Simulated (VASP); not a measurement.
# BAs (F-43m) in VASP: notebook

One crystal, BAs, is run at these levels: LAK, PBE, LDA; tasks: relaxation of cell and atoms, single point.

Program: VASP 6.6.1. These are calculated values, not measurements. Logs are shortened: lines on timing, memory, paths and dates and some standing lists are left out, and cuts for length are marked.

### Step 1. Starting point

The structure is cubic, space group F-43m (No. 216). The conventional cell has a = 4.777 Å, b = 4.777 Å, c = 4.777 Å, α = 90.00°, β = 90.00°, γ = 90.00°. Around As (site symmetry -43m) lie 4 B at 2.07 Å. B (site symmetry -43m) is surrounded by 4 As at 2.07 Å.

### Step 2. Relaxation of cell and atoms, LAK

Contents of INCAR:

```
SYSTEM = BAs
PREC     = Accurate       ! precision mode
ENCUT    = 600            ! plane-wave cutoff, eV
EDIFF    = 1E-6           ! SCF threshold, eV
ISMEAR   = -1             ! smearing method
SIGMA    = 0.05           ! smearing width, eV
LREAL    = .False.        ! projectors in reciprocal space
LASPH    = .True.         ! aspherical terms in the spheres
NELM     = 100            ! most SCF steps
ALGO     = Normal         ! electronic algorithm
ISIF     = 3              ! what is computed and relaxed
LWAVE    = .False.        ! write WAVECAR
LCHARG   = .False.        ! write CHGCAR
METAGGA  = LAK            ! meta-GGA
LMIXTAU  = .True.       
IBRION   = 2              ! ionic algorithm
NSW      = 40             ! ionic steps
EDIFFG   = -0.01          ! ionic threshold
```

Contents of KPOINTS:

```
Automatic mesh
0
Gamma
  10 10 10
  0 0 0
```

Contents of POSCAR:

```
BAs
1.0
    0.0000000000      2.3885000000      2.3885000000
    2.3885000000      0.0000000000      2.3885000000
    2.3885000000      2.3885000000      0.0000000000
As B
1 1
Direct
    0.7500000000      0.7500000000      0.7500000000
    0.0000000000      0.0000000000      0.0000000000
```

Potentials or basis: VASP PAW PBE potentials, release 64 (As, B).

Started as:

```
> cat potpaw_PBE.64/As/POTCAR potpaw_PBE.64/B/POTCAR > POTCAR
> mpirun -np 1 vasp_std > vasp.out
```

OUTCAR:

```text
SYSTEM = BAs
   PREC = Accurate
   ENCUT = 600
   EDIFF = 1E-6
   ISMEAR = -1
   LREAL = .False.
   LASPH = .True.
   NELM = 100
   ISIF = 3
   METAGGA = LAK
   IBRION = 2
   NSW = 40
   EDIFFG = -0.01

 ion  position               nearest neighbor table
   1  0.750  0.750  0.750-   2 2.07   2 2.07   2 2.07   2 2.07
   2  0.000  0.000  0.000-   1 2.07   1 2.07   1 2.07   1 2.07

  LATTYP: Found a face centered cubic cell.
 ALAT       =     4.7770000000

  Lattice vectors:

 A1 = (   0.0000000000,   2.3885000000,   2.3885000000)
 A2 = (   2.3885000000,   0.0000000000,   2.3885000000)
 A3 = (   2.3885000000,   2.3885000000,   0.0000000000)

Analysis of symmetry for initial positions (statically):
=====================================================================
 Subroutine PRICEL returns:
 Original cell was already a primitive cell.

 Routine SETGRP: Setting up the symmetry group for a
 face centered cubic supercell.

 Subroutine GETGRP returns: Found 24 space group operations
 (whereof 24 operations were pure point group operations)
 out of a pool of 48 trial point group operations.

The static configuration has the point symmetry T_d .

Analysis of symmetry for dynamics (positions and initial velocities):
=====================================================================
 Subroutine PRICEL returns:
 Original cell was already a primitive cell.

 Routine SETGRP: Setting up the symmetry group for a
 face centered cubic supercell.

 Subroutine GETGRP returns: Found 24 space group operations
 (whereof 24 operations were pure point group operations)
 out of a pool of 48 trial point group operations.

The dynamic configuration has the point symmetry T_d .

 Subroutine INISYM returns: Found 24 space group operations
 (whereof 24 operations are pure point group operations),
 and found     1 'primitive' translations

----------------------------------------------------------------------------------------

                                     Primitive cell

  volume of cell :      27.2525

  direct lattice vectors                    reciprocal lattice vectors
     0.000000000  2.388500000  2.388500000    -0.209336404  0.209336404  0.209336404
     2.388500000  0.000000000  2.388500000     0.209336404 -0.209336404  0.209336404
     2.388500000  2.388500000  0.000000000     0.209336404  0.209336404 -0.209336404

  length of vectors
     3.377849094  3.377849094  3.377849094     0.362581287  0.362581287  0.362581287

  position of ions in fractional coordinates (direct lattice)
     0.750000000  0.750000000  0.750000000
     0.000000000  0.000000000  0.000000000

  ion indices of the primitive-cell ions
   primitive index   ion index
                 1           1
                 2           2

----------------------------------------------------------------------------------------

 KPOINTS: Automatic mesh

Automatic generation of k-mesh.
 Grid dimensions read from file:
 generate k-points for:   10   10   10

 Generating k-lattice:

  Cartesian coordinates                     Fractional coordinates (reciprocal lattice)
    -0.020933640  0.020933640  0.020933640     0.100000000  0.000000000  0.000000000
     0.020933640 -0.020933640  0.020933640     0.000000000  0.100000000  0.000000000
     0.020933640  0.020933640 -0.020933640     0.000000000  0.000000000  0.100000000

  Length of vectors
     0.036258129  0.036258129  0.036258129

  Shift w.r.t. Gamma in fractional coordinates (k-lattice)
     0.000000000  0.000000000  0.000000000

 Subroutine IBZKPT returns following result:
 ===========================================

 Found     47 irreducible k-points:

 Following reciprocal coordinates:
            Coordinates               Weight
  0.000000  0.000000  0.000000      1.000000
  0.100000  0.000000  0.000000      8.000000
  0.200000  0.000000  0.000000      8.000000
  0.300000  0.000000  0.000000      8.000000
  0.400000  0.000000  0.000000      8.000000
  0.500000  0.000000  0.000000      4.000000
[... 39 lines left out ...]
 -0.300000  0.400000  0.200000     24.000000
 -0.300000  0.500000  0.200000     12.000000
   k-points           NKPTS =     47   k-points in BZ     NKDIM =     47   number of bands    NBANDS=      8
   number of dos      NEDOS =    301   number of ions     NIONS =      2
   total plane-waves  NPLWV =  21952
   dimension x,y,z NGX =    28 NGY =   28 NGZ =   28
   dimension x,y,z NGXF=    56 NGYF=   56 NGZF=   56
   ions per type =               1   1
   NGX,Y,Z   is equivalent  to a cutoff of  13.78, 13.78, 13.78 a.u.
   NGXF,Y,Z  is equivalent  to a cutoff of  27.56, 27.56, 27.56 a.u.
 SYSTEM =  BAs
   PREC   = accura    normal or accurate (medium, high low for compatibility)
   ISTART =      0    job   : 0-new  1-cont  2-samecut
   ICHARG =      2    charge: 1-file 2-atom 10-const
   ISPIN  =      1    spin polarized calculation?
   LNONCOLLINEAR =      F non collinear calculations
   LSORBIT =      F    spin-orbit coupling
   LASPH  =      T    aspherical Exc in radial PAW
   ENCUT  =  600.0 eV  44.10 Ry    6.64 a.u.   6.75  6.75  6.75*2*pi/ulx,y,z
   NELM   =    100;   NELMIN=  2; NELMDL= -5     # of ELM steps
   EDIFF  = 0.1E-05   stopping-criterion for ELM
   LREAL  =      F    real-space projection
   EDIFFG = -.1E-01   stopping-criterion for IOM
   NSW    =     40    number of steps for IOM
   IBRION =      2    ionic relax: 0-MD 1-quasi-New 2-CG
   NFREE  =      1    steps in history (QN), initial steepest desc. (CG)
   ISIF   =      3    stress and relaxation
   ISYM   =      2    0-nonsym 1-usesym 2-fastsym
   POTIM  = 0.5000    time-step for ionic-motion
   TEBEG  =    0.0;   TEEND  =   0.0 temperature during run
   PSTRESS=    0.0 pullay stress
   NELECT =       8.0000    total number of electrons
   NUPDOWN=      -1.0000    fix difference up-down
   EMIN   =  10.00;   EMAX   =-10.00  energy-range for DOS
   EFERMI =   0.00;   METHOD = LEGACY
   ISMEAR =    -1;   SIGMA  =   0.05  broadening in eV -4-tet -1-fermi 0-gaus
   EFERMI_NEDOS =   21; number of points for ismear=-14 and -15
   IALGO  =     38    algorithm
   IMIX   =      4    mixing-type and parameters
     AMIX     =   0.40;   BMIX     =  1.00
     AMIX_MAG =   1.60;   BMIX_MAG =  1.00
  volume/ion in A,a.u.               =      13.63        91.95
  Fermi-wavevector in a.u.,A,eV,Ry     =   1.088018  2.056057 16.106360  1.183784
  Thomas-Fermi vector in A             =   2.224191
   LORBIT       =      0    0 simple, 1 ext, 2 COOP (PROOUT), +10 PAW based schemes
   METAGGA = LAK    functional components
   LHFCALC =     F    Hartree Fock is set to
   AEXX    =    0.0000 exact exchange contribution
   IVDW    =     0    specifies the selected vdW correction
   LEPSILON=     F    determine dielectric tensor
   LRPA    =     F    only Hartree local field effects (RPA)
 conjugate gradient relaxation of ions
 non-spin polarized calculation
  energy-cutoff  :      600.00
  volume of cell :       27.25
 maximum number of plane-waves:       941
   NGX = 13   NGY = 13   NGZ = 13

--------------------------------------- Ionic step        1  -------------------------------------------

 number of electron       8.0000000 magnetization

 Free energy of the ion-electron system (eV)
  ---------------------------------------------------
  ext. energy  EPLUGINS =         0.00000000
  ---------------------------------------------------
  free energy    TOTEN  =         5.85664071 eV

  energy without entropy =        5.85664071  energy(sigma->0) =        5.85664071

------------------------ aborting loop because EDIFF is reached ----------------------------------------

  FORCE on cell =-STRESS in cart. coord.  units (eV):
  Direction    XX          YY          ZZ          XY          YZ          ZX
  --------------------------------------------------------------------------------------
  -------------------------------------------------------------------------------------
  Total        0.8152080      0.8152080      0.8152080     -0.0000000      0.0000000      0.0000000
  in kB       47.9262340     47.9262340     47.9262340     -0.0000000      0.0000000      0.0000000
  external PRESSURE =      47.9262340 kB  Pullay stress =       0.0000000 kB

 VOLUME and BASIS-vectors are now :
 -----------------------------------------------------------------------------
  energy-cutoff  :      600.00
  volume of cell :       27.25
      direct lattice vectors                 reciprocal lattice vectors
     0.000000000  2.388500000  2.388500000    -0.209336404  0.209336404  0.209336404
     2.388500000  0.000000000  2.388500000     0.209336404 -0.209336404  0.209336404
     2.388500000  2.388500000  0.000000000     0.209336404  0.209336404 -0.209336404
[... 37 lines left out ...]
 POSITION                                       TOTAL-FORCE (eV/Angst)
 -----------------------------------------------------------------------------------
      3.65320      3.65320      3.65320        -0.000000     -0.000000      0.000000
      4.87093      2.43547      2.43547         0.000000      0.000000     -0.000000
 -----------------------------------------------------------------------------------
    total drift:                               -0.000001     -0.000001     -0.000001

  FREE ENERGIE OF THE ION-ELECTRON SYSTEM (eV)
  ---------------------------------------------------
  free  energy   TOTEN  =         5.8511373960 eV

  energy  without entropy=        5.8511373963  energy(sigma->0) =        5.85113740

--------------------------------------- Ionic step        3  -------------------------------------------

 number of electron       8.0000000 magnetization

 Free energy of the ion-electron system (eV)
  ---------------------------------------------------
  ext. energy  EPLUGINS =         0.00000000
  ---------------------------------------------------
  free energy    TOTEN  =         5.84341853 eV

  energy without entropy =        5.84341853  energy(sigma->0) =        5.84341853

 E-fermi :   6.6657     XC(G=0): -10.7347

 val. band max:        5.8156305550   @ k =   0.0000   0.0000   0.0000
 cond. band min:       7.5570838078   @ k =   0.4000   0.4000   0.0000
 fundamental gap:      1.7414532529
 Fermi energy:         6.6656681006

 k-point     1 :       0.0000    0.0000    0.0000
  band No.  band energies     occupation
      1     -10.0345      2.00000
      2       5.8156      2.00000
      3       5.8156      2.00000
      4       5.8156      2.00000
      5       9.4237      0.00000
      6       9.4237      0.00000
      7       9.4237      0.00000
      8      10.9831      0.00000

 k-point     2 :       0.1000    0.0000    0.0000
  band No.  band energies     occupation
      1      -9.8659      2.00000
      2       4.4003      2.00000
      3       5.5115      2.00000
      4       5.5115      2.00000
      5       9.6451      0.00000
      6       9.8306      0.00000
      7       9.8306      0.00000
      8      11.8764      0.00000
[... 397 lines left out ...]
 k-point    39 :      -0.3000    0.3000    0.1000
  band No.  band energies     occupation
      1      -6.4957      2.00000
      2      -2.2587      2.00000
      3       0.4344      2.00000
      4       2.6361      2.00000
      5      10.1625      0.00000
      6      12.0504      0.00000
      7      13.8754      0.00000
      8      15.5756      0.00000

 k-point    40 :      -0.2000    0.3000    0.1000
  band No.  band energies     occupation
      1      -7.3417      2.00000
      2      -1.1273      2.00000
      3       0.8146      2.00000
      4       3.2420      2.00000
      5      10.5438      0.00000
      6      11.5027      0.00000
      7      12.8250      0.00000
      8      14.6499      0.00000

 [... further k-points ...]
[... 5 lines left out ...]
  --------------------------------------------------------------------------------------
  -------------------------------------------------------------------------------------
  Total        0.0015308      0.0015308      0.0015308      0.0000000     -0.0000000     -0.0000000
  in kB        0.0870835      0.0870835      0.0870835      0.0000000     -0.0000000     -0.0000000
  external PRESSURE =       0.0870835 kB  Pullay stress =       0.0000000 kB

 VOLUME and BASIS-vectors are now :
 -----------------------------------------------------------------------------
  energy-cutoff  :      600.00
  volume of cell :       28.16
      direct lattice vectors                 reciprocal lattice vectors
    -0.000000000  2.414827862  2.414827862    -0.207054096  0.207054096  0.207054096
     2.414827862  0.000000000  2.414827862     0.207054096 -0.207054096  0.207054096
     2.414827862  2.414827862  0.000000000     0.207054096  0.207054096 -0.207054096

 POSITION                                       TOTAL-FORCE (eV/Angst)
 -----------------------------------------------------------------------------------
      3.62224      3.62224      3.62224         0.000000     -0.000000     -0.000000
     -0.00000      0.00000      0.00000        -0.000000      0.000000      0.000000
 -----------------------------------------------------------------------------------
    total drift:                               -0.000001     -0.000001     -0.000001

  FREE ENERGIE OF THE ION-ELECTRON SYSTEM (eV)
  ---------------------------------------------------
  free  energy   TOTEN  =         5.8434185323 eV

  energy  without entropy=        5.8434185327  energy(sigma->0) =        5.84341853

 reached required accuracy - stopping structural energy minimisation
```

Run time: 2 min. Hardware: 1 thread of Intel Xeon Platinum 8488C (Sapphire Rapids), shared host; peak memory 0.17 GiB.

Results:

```
Free energy                            : 5.8434 eV
Relaxed volume                         : 14.08 Å³/atom
Relaxed cell                           : a = 3.415 Å, b = 3.415 Å, c = 3.415 Å, α = 60.00°, β = 60.00°, γ = 60.00°
Space group after relaxing (to 0.05 Å) : F-43m (No. 216)
Energy gained by relaxing              : 6.6 meV/atom
Ionic steps                            : 3
Pressure after relaxing                : 0.0 GPa
Band gap on the k mesh                 : 1.74 eV, indirect (least direct gap 3.61 eV)
```

The path:
```
step  energy change (eV)  largest force (eV/Å)  pressure (GPa)  volume (Å³)
   1              0.0000                0.0000            4.79        27.25
   2             -0.0055                0.0000           -3.30        28.89
   3             -0.0132                0.0000            0.01        28.16
```

Final structure:
```
CELL_PARAMETERS angstrom
0.00000 2.41483 2.41483
2.41483 0.00000 2.41483
2.41483 2.41483 0.00000
ATOMIC_POSITIONS crystal
As 0.75000 0.75000 0.75000
B 0.00000 0.00000 0.00000
```

Levels at points of the mesh, in eV from the valence-band top:
```
           k point  band 1  band 2  band 3  band 4  band 5  band 6  band 7  band 8
(0.00, 0.00, 0.00)  -15.85    0.00    0.00    0.00    3.61    3.61    3.61    5.17
(0.50, 0.00, 0.00)  -12.92   -8.97   -1.88   -1.88    3.13    5.26    5.26   10.04
(0.50, 0.50, 0.00)  -11.47   -8.97   -4.15   -4.15    1.97    2.13   12.24   12.24
```

Caveat: the PAW data sets were made with another functional, which shifts forces and pressure a little. Zero-point motion and thermal expansion aren't in these numbers.

[end of part 1 of 2]
